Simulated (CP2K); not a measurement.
WS2 (Tungstenite):

```
W S
1.0
     3.18000    0.00000    0.00000
    -1.59000    2.75396    0.00000
     0.00000    0.00000   12.50000
W S
2 4
Direct
  0.66667 0.33333 0.75000
  0.33333 0.66667 0.25000
  0.66667 0.33333 0.37500
  0.33333 0.66667 0.87500
  0.66667 0.33333 0.12500
  0.33333 0.66667 0.62500
```

Base run:

| Item | Value |
| --- | --- |
| Program | CP2K 2026.2 |
| Functional | PBEsol |
| Dispersion | D3(BJ) |
| Potentials or basis | POTENTIAL_UZH W GTH-PBE-q14, S GTH-PBE-q6; DZVP-MOLOPT-PBE-GTH basis |
| Density cutoff | 6123 eV |
| k mesh | 10 × 10 × 3 |
| Occupations | fermi-dirac, width 0.05 eV |
| Spin | no spin polarisation |

Its results: band gap on the k mesh 1.08 eV, indirect (least direct gap 2.11 eV); pressure -5.3 GPa; largest force 0.014 eV/Å.

Problem. After a change of settings the same cell gave: band gap on the k mesh 1.07 eV, indirect (least direct gap 2.11 eV); pressure -2.3 GPa; largest force 0.010 eV/Å. Which change was it?
A. dispersion from D3(BJ) to rVV10
B. dispersion from D3(BJ) to D4
C. dispersion from D3(BJ) to D3(BJ)+ATM
D. dispersion from D3(BJ) to D3

Solution. A.

Caveats: the potentials were made for another functional, which shifts forces and pressure; spin-orbit coupling is left out, which moves the levels of the heavy elements; an odd mesh through Γ misses points on the zone boundary, where band edges often lie; the basis of atomic orbitals isn't converged, which shifts pressures, moduli and gaps.
